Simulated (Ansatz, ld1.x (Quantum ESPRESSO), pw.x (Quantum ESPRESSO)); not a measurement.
# In (Z = 49): one change to the TM potential, in the atom and in the fcc crystal

```json
{
 "Element": "In (Z = 49)",
 "Generator": "ld1.x (Quantum ESPRESSO) 7.5",
 "Type": "norm-conserving Troullier–Martins (Kleinman–Bylander form)",
 "Functional": "PBE",
 "Relativity": "scalar-relativistic",
 "Frozen core": "[Kr] 4d10",
 "Valence charge": "3",
 "Reference configuration": "5s2 5p1",
 "Partial waves": "5p (bound): rc 2.70 bohr; 5s (bound): rc 1.55 bohr",
 "Local potential": "the s channel",
 "Core correction": "none"
}
```

Change: wave 5s (bound): rc 1.55 bohr becomes 5s (bound): rc 1.90 bohr.

Cutoffs, loose and tight: the cutoffs (Ry, on a coarse ladder) from which the occupation-weighted sum of valence levels, in a spherical-Bessel basis at the reference potential, stays within 10 and 1 mRy of its value at 400 Ry. They do not see the model core or the augmentation charge, which bear on the density cutoff. Test errors are all-electron minus pseudo excitation energies from the reference, over the configurations 5s2 5p0; 5s1 5p0; 5s2 5p0.5; 5s1 5p2; 5s2 5p1.3; 5s1 5p1; 5s0 5p3; variants that change the core or the reference have their own tests.

Crystal test: fcc In in pw.x 7.5, no spin, 12³ k-points, Fermi–Dirac smearing 0.01 Ry, cutoffs set for each file from its atomic test. The reference is all-electron LAPW (Ansatz 0.2.0) with the same functional, mesh and smearing; V0 and B0 come from Birch–Murnaghan fits to the pressures at five volumes. Errors are pseudo minus all-electron; Δ is the rms difference of the E(V) curves that follow from these fits, minima aligned, over ±6 % about the mean V0. Mesh and smearing are coarse, so the numbers serve the comparison and aren't converged zero-temperature values; the lattice is a test structure that the element need not adopt.

All-electron: a0 = 4.791 Å (V0 = 27.50 Å³/atom), B0 = 34.9 GPa.

Does the change bring the crystal closer to the all-electron result?

The mean pressure error goes from -10.80 to -10.29 GPa, a small move against the size of the error. Neither pressure curve crosses zero within the volumes sampled, so no fits are given.

```json
{"quantity": "outcome (atom)", "base": "generated", "changed": "generated"}
{"quantity": "cutoff, loose (atom)", "base": "35 Ry", "changed": "18 Ry"}
{"quantity": "cutoff, tight (atom)", "base": "120 Ry", "changed": "40 Ry"}
{"quantity": "bound ghosts (atom)", "base": "none", "changed": "none"}
{"quantity": "largest test error (meV) (atom)", "base": "+140", "changed": "+107"}
{"quantity": "cutoffs in pw.x (Ry)", "base": "145/580", "changed": "50/200"}
{"quantity": "mean pressure error (GPa)", "base": "-10.80", "changed": "-10.29"}
```

Base: This is a poor potential for the solid. The pseudo pressure rises with volume over the whole range, a mechanical instability. Changed file: This is a poor potential for the solid. The pseudo pressure rises with volume over part of the range, a mechanical instability.
